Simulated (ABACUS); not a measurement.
# Ir (Fm-3m) in ABACUS: a series of runs, part 2 of 2

ABACUS 3.10.1. The steps go on from the part before.

## (3) Single point, TM

Contents of INPUT:

```
INPUT_PARAMETERS
suffix              Ir
calculation         scf
basis_type          pw
pseudo_dir          ./
symmetry            1
dft_functional      MGGA_X_TM+MGGA_C_TM
ecutwfc             79
pseudo_rcut         10
nspin               1
nbands              19
ks_solver           dav
smearing_method     fd
smearing_sigma      0.00367493
scf_thr             1e-08
scf_nmax            100
mixing_type         broyden
mixing_beta         0.7
cal_force           1
cal_stress          1
mixing_tau          1
out_chg             1
kpar                4
```

Contents of STRU:

```
ATOMIC_SPECIES
Ir 192.2170 Ir_ONCV_PBE-1.2.upf

LATTICE_CONSTANT
1.8897261246

LATTICE_VECTORS
0.0000000000 1.9156000000 1.9156000000
1.9156000000 0.0000000000 1.9156000000
1.9156000000 1.9156000000 0.0000000000

ATOMIC_POSITIONS
Direct

Ir
0.0
1
0.0000000000 0.0000000000 0.0000000000 1 1 1
```

Contents of KPT:

```
K_POINTS
0
Gamma
8 8 8 0 0 0
```

Potentials or basis: SG15 ONCV 1.2 PBE, plane waves.

Started as:

```console
> OMP_NUM_THREADS=1 mpirun -np 4 abacus > log
```

running log:

```text
ABACUS v3.10.1

               Atomic-orbital Based Ab-initio Computation at UStc

 ------------------------------------------------------------------------------------

 READING GENERAL INFORMATION
                           global_out_dir = OUT.Ir/
                           global_in_card = INPUT
                               pseudo_dir = ./
                              orbital_dir =
                                    DSIZE = 4
                                    GSIZE = 1

 READING UNITCELL INFORMATION
                                    ntype = 1
                  lattice constant (Bohr) = 1.88973
              lattice constant (Angstrom) = 1

 READING ATOM TYPE 1
                               atom label = Ir
                      L=0, number of zeta = 1
                      L=1, number of zeta = 1
                      L=2, number of zeta = 1
             number of atom for this type = 1

                        TOTAL ATOM NUMBER = 1
DIRECT COORDINATES
    atom                   x                   y                   z     mag                  vx                  vy                  vz
taud_Ir1            0.0000000000        0.0000000000        0.0000000000  0.0000        0.0000000000        0.0000000000        0.0000000000

                          Volume (Bohr^3) = 94.8727
                             Volume (A^3) = 14.0587

 Lattice vectors: (Cartesian coordinate: in unit of a_0)
                   +0             +1.9156             +1.9156
              +1.9156                  +0             +1.9156
              +1.9156             +1.9156                  +0
 Reciprocal vectors: (Cartesian coordinate: in unit of 2 pi/a_0)
            -0.261015           +0.261015           +0.261015
            +0.261015           -0.261015           +0.261015
            +0.261015           +0.261015           -0.261015
 The esolver type has been set to : ksdft_pw

                PAO radial cut off (Bohr) = 10

 Read in pseudopotential file is Ir_ONCV_PBE-1.2.upf
                     pseudopotential type = NC
          exchange-correlation functional = PBE
                 nonlocal core correction = 0
                        valence electrons = 17
                                     lmax = 3
                           number of zeta = 0
                     number of projectors = 8
                           L of projector = 0
                           L of projector = 0
                           L of projector = 1
                           L of projector = 1
                           L of projector = 2
                           L of projector = 2
                           L of projector = 3
                           L of projector = 3
 XC functional updated to : MGGA_X_TM+MGGA_C_TM
          exchange-correlation functional = MGGA_X_TM+MGGA_C_TM
     initial pseudo atomic orbital number = 0

 SETUP THE ELECTRONS NUMBER
            electron number of element Ir = 17
      total electron number of element Ir = 17
            AUTOSET number of electrons:  = 17
                           occupied bands = 9
                                   NBANDS = 19
                                   NLOCAL = 9

%%%%%%%%%%%%%%%%%%%%%%%%%%%%%%%%%%%%%%%%%%%%%%%%%%%%%%%%%%%%%%%%%%%%%%%%%%%%%%%%%%%%%%%%%%%%%%%%%%%%%%%%%%
 Warning: the number of valence electrons in pseudopotential > 9 for Ir: [Xe] 4f14 5d7 6s2
 Pseudopotentials with additional electrons can yield (more) accurate outcomes, but may be less efficient.
 If you're confident that your chosen pseudopotential is appropriate, you can safely ignore this warning.
%%%%%%%%%%%%%%%%%%%%%%%%%%%%%%%%%%%%%%%%%%%%%%%%%%%%%%%%%%%%%%%%%%%%%%%%%%%%%%%%%%%%%%%%%%%%%%%%%%%%%%%%%%

 SETUP THE PLANE WAVE BASIS
 energy cutoff for charge/potential (unit:Ry) = 316
            fft grid for charge/potential = [ 30, 30, 30 ]
                        fft grid division = [ 1, 1, 1 ]
[... 66 lines left out ...]
                                    ibrav = 2
                       right hand lattice = 1
                        ROTATION MATRICES = 48
                               nkstot_ibz = 29
K-POINTS REDUCTION ACCORDING TO SYMMETRY
     IBZ    DIRECT_X    DIRECT_Y    DIRECT_Z  WEIGHT  ibz2bz
       1  0.00000000  0.00000000  0.00000000  0.0020       0
       2  0.12500000  0.12500000  0.12500000  0.0156       1
       3  0.25000000  0.25000000  0.25000000  0.0156       2
       4  0.37500000  0.37500000  0.37500000  0.0156       3
       5  0.50000000  0.50000000  0.50000000  0.0078       4
       6  0.12500000  0.12500000  0.00000000  0.0117       9
[... 21 lines left out ...]
      28 -0.12500000  0.50000000  0.37500000  0.0234     101
      29  0.50000000  0.25000000 -0.25000000  0.0117     166

                               nkstot now = 29
[... K-POINTS DIRECT COORDINATES: 29 rows ...]

           k-point number in this process = 8
       minimum distributed K point number = 7
[... stars of the k points ...]

[... K-POINTS CARTESIAN COORDINATES: 8 rows ...]

[... K-POINTS DIRECT COORDINATES: 8 rows ...]

 SETUP PLANE WAVES FOR WAVE FUNCTIONS
     energy cutoff for wavefunc (unit:Ry) = 79
              fft grid for wave functions = [ 30, 30, 30 ]
                    number of plane waves = 1459
                         number of sticks = 163

 PARALLEL PW FOR WAVE FUNCTIONS
     PROC   COLUMNS(POT)             PW
        1            163           1459
 --------------- sum -------------------
        1            163           1459

 SETUP NONLOCAL PSEUDOPOTENTIALS IN PLANE WAVE BASIS
 Ir non-local projectors:
 projector 1 L=0
 projector 2 L=0
 projector 3 L=1
 projector 4 L=1
 projector 5 L=2
 projector 6 L=2
 projector 7 L=3
 projector 8 L=3
      TOTAL NUMBER OF NONLOCAL PROJECTORS = 32

 Init Non-Local PseudoPotential table :
 Init Non-Local-Pseudopotential done.

                                     npwx = 1158

 -------------------------------------------
 SELF-CONSISTENT
 -------------------------------------------
                                 init_chg = atomic

 PW ALGORITHM --------------- ION=   1  ELEC=   1--------------------------------
 Notice: Threshold on eigenvalues was too large.
 hsover_error=0.17 > DRHO=0.0259192
 Origin diag ethr = 0.01
 New diag ethr = 0.000152466

 Density error is 0.0232033043692
                          Error Threshold = 0.000152465709313
----------------------------------------------------------
     Energy           Rydberg                 eV
----------------------------------------------------------
 E_KohnSham     -212.2431005579      -2887.7155287749
 E_Harris       -213.2118437228      -2900.8959557152
 E_Fermi        1.9667068039         26.7584188279
----------------------------------------------------------
[... 63 lines left out ...]
 Density error is 8.64502581712e-11
                          Error Threshold = 2.25091688938e-10
----------------------------------------------------------
     Energy           Rydberg                 eV
----------------------------------------------------------
 E_KohnSham     -212.2665090994      -2888.0340183211
 E_KS(sigma->0) -212.2660346316      -2888.0275628556
 E_Harris       -212.2664298620      -2888.0329402407
 E_band         -6.0773280048        -82.6862894808
 E_one_elec     -38.1438406977       -518.9735770936
 E_Hartree      29.7801775146        405.1801016506
 E_xc           -20.8853205390       -284.1593638864
 E_Ewald        -183.0165764418      -2490.0682680607
 E_entropy(-TS) -0.0009489356        -0.0129109310
 E_descf        0.0000000000         0.0000000000
 E_exx          0.0000000000         0.0000000000
 E_Fermi        1.9141143718         26.0428620803
----------------------------------------------------------

 charge density convergence is achieved
 final etot is -2888.0340183 eV
 EFERMI = 26.04286208 eV

 STATE ENERGY(eV) AND OCCUPATIONS    NSPIN == 1
 1/8 kpoint (Cartesian) = 0.0000 0.0000 0.0000 (1139 pws)
       1       -67.2678     0.00390625
       2       -23.6810     0.00390625
       3       -23.6810     0.00390625
       4       -23.6810     0.00390625
       5        14.8227     0.00390625
       6        22.0901     0.00390625
[... 104 lines left out ...]
       6        21.4156      0.0234375
[... 11 lines left out ...]
      18        57.1813        0.00000
      19        59.9063        0.00000

[... levels at 2 further k points ...]

------------------------------------------------------------------------------------------
 TOTAL-FORCE (eV/Angstrom)
------------------------------------------------------------------------------------------
                       Ir1         0.0000000000         0.0000000000         0.0000000000
------------------------------------------------------------------------------------------

----------------------------------------------------------------
 TOTAL-STRESS (KBAR)
----------------------------------------------------------------
         5.3761140197        -0.0000000000        -0.0000000000
         0.0000000000         5.3761140197        -0.0000000000
         0.0000000000         0.0000000000         5.3761140197
----------------------------------------------------------------
 TOTAL-PRESSURE: 5.376114 KBAR

 --------------------------------------------
 !FINAL_ETOT_IS -2888.0340183211164913 eV
 --------------------------------------------
```

It took 6.4 s on 4 MPI ranks of AMD EPYC 9R45 (Zen 5), shared host; peak memory 0.24 GiB.

What came out:

| Item | Value |
| --- | --- |
| Free energy | -2888.0340 eV |
| Pressure | 0.5 GPa |
| Band gap on the k mesh | none (metal or under the smearing width) |

Levels at points of the mesh, in eV from the Fermi level:
```csv
k point,band 6,band 7,band 8,band 9,band 10,band 11
"(0.00, 0.00, 0.00)",-3.95,-3.95,-3.95,-1.29,-1.29,13.23
"(0.50, 0.50, 0.50)",-4.10,-4.10,-0.97,0.87,0.87,7.34
"(0.50, 0.50, 0.00)",-7.47,0.80,1.47,1.50,1.50,10.59
```

Caveat: the potentials were made for another functional, which shifts forces and pressure. Spin-orbit coupling is left out, which matters for the levels of Ir.

## (4) Relaxation of cell and atoms, TM

Edit INPUT of step 3 so:

```diff
@@ -2,3 +2,3 @@
 suffix              Ir
-calculation         scf
+calculation         cell-relax
 basis_type          pw
@@ -10,3 +10,3 @@
 nspin               1
-nbands              19
+nbands              13
 ks_solver           dav
@@ -21,3 +21,7 @@
 mixing_tau          1
-out_chg             1
+relax_nmax          60
+force_thr_ev        0.02
+relax_method        cg
+out_stru            1
+stress_thr          1
 kpar                4
```

Contents of STRU:

```
ATOMIC_SPECIES
Ir 192.2170 Ir_ONCV_PBE-1.2.upf

LATTICE_CONSTANT
5.1193956283

LATTICE_VECTORS
0.0000000000 0.7071067812 0.7071067812
0.7071067812 0.0000000000 0.7071067812
0.7071067812 0.7071067812 0.0000000000

ATOMIC_POSITIONS
Cartesian

Ir
0.0
1
0.0000000000 0.0000000000 0.0000000000 1 1 1
```

KPT is that of step 3.

Started as:

```console
> OMP_NUM_THREADS=1 mpirun -np 4 abacus > log
```

It took 9.6 s on 4 MPI ranks of AMD EPYC 9R45 (Zen 5), shared host; peak memory 0.36 GiB.

Results (log left out):

```yaml
Free_energy: -2888.0340 eV
Relaxed_volume: 14.08 Å³/atom
Relaxed_cell: a = 2.710 Å, b = 2.710 Å, c = 2.710 Å, α = 60.00°, β = 60.00°, γ = 60.00°
Space_group_after_relaxing_to_0.05_Å: Fm-3m (No. 225)
Energy_gained_by_relaxing: 0.0 meV/atom
Ionic_steps: 3
Pressure_after_relaxing: 0.0 GPa
Band_gap_on_the_k_mesh: none (metal or under the smearing width)
```

Final structure:
```
Ir
1.0
     0.00000    1.91647    1.91647
     1.91647    0.00000    1.91647
     1.91647    1.91647    0.00000
Ir
1
Direct
  0.00000 0.00000 0.00000
```

Levels at points of the mesh, in eV from the Fermi level:
| k point | band 4 | band 5 | band 6 | band 7 | band 8 | band 9 | band 10 | band 11 | band 12 | band 13 |
| --- | --- | --- | --- | --- | --- | --- | --- | --- | --- | --- |
| (0.00, 0.00, 0.00) | -49.72 | -11.21 | -3.94 | -3.94 | -3.94 | -1.29 | -1.29 | 13.24 | 18.84 | 18.84 |
| (0.50, 0.50, 0.50) | -49.83 | -8.21 | -4.09 | -4.09 | -0.97 | 0.87 | 0.87 | 7.33 | 12.90 | 18.95 |
| (0.50, 0.50, 0.00) | -50.01 | -8.06 | -7.45 | 0.79 | 1.47 | 1.49 | 1.49 | 10.57 | 11.30 | 11.30 |

Caveat: the potentials were made for another functional, which shifts forces and pressure.

## (5) Summary

```tsv
task	level	cell	max steps of the relaxation	force threshold	optimiser	stress threshold	gap on the mesh (eV)	pressure (GPa)
single point	rSCAN	as given	-	-	-	-	none	4.6
single point	TM	as given	-	-	-	-	none	0.5
relaxation of cell and atoms	TM	relaxed	60	0.02 eV/Å	cg	1 kbar	none	0.0
```

Alike in all rows: potentials or basis SG15 ONCV 1.2 PBE, plane waves; no spin polarisation; k mesh 8 × 8 × 8; cutoff (eV) 1075; smearing fermi-dirac 0.05 eV.

Caveats: the potentials were made for another functional, which shifts forces and pressure.

Total energies depend on the potentials used, so only differences within one code and one set of settings carry meaning.
